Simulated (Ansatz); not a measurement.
Al2Cu:

```
Cu Al
1.0
    -2.03034    2.03034    2.85109
     2.03034   -2.03034    2.85109
     2.03034    2.03034   -2.85109
Cu Al
1 2
Direct
  0.50000 0.50000 0.00000
  0.25000 0.75000 0.50000
  0.75000 0.25000 0.50000
```

The cell comes from a database or a generator and needn't be the stable form of this composition.

* Program: Ansatz 0.2.0
* Task: single point
* Functional: PBE
* Potentials or basis: Ansatz PAW
* Cutoff: 420 eV (not typed: the program's choice for these potentials)
* k mesh: 9 × 9 × 9
* Occupations: fermi-dirac, width 0.05 eV
* Spin: no spin polarisation

On this cell: pressure 2.9 GPa; largest force under 0.003 eV/Å; band gap on the k mesh none (metal or under the smearing width).

The same run follows on a disturbed copy (atoms moved at random, drawn with an rms of 0.05 Å):

```xyz
3
Lattice="-2.0303 2.0303 2.8511 2.0303 -2.0303 2.8511 2.0303 2.0303 -2.8511" Properties=species:S:1:pos:R:3 pbc="T T T"
Cu   -0.0146    0.0238    2.8416
Al    2.0317    0.0032    1.3958
Al    0.0054    2.0287    1.4163
```

Problem. What does the disturbed cell give?

Solution. The energy (extrapolated to zero smearing) moves by +1.5 meV/atom; pressure 3.0 GPa; largest force 0.237 eV/Å; band gap on the k mesh none (metal or under the smearing width).

Forces on the atoms (eV/Å):
```
Cu   0.134 -0.181 -0.075
Al  -0.051  0.076  0.116
Al  -0.083  0.105 -0.041
```

Stress tensor (GPa, compression positive):
```
 2.50  0.02 -0.11
 0.02  3.36 -0.09
-0.11 -0.09  3.13
```
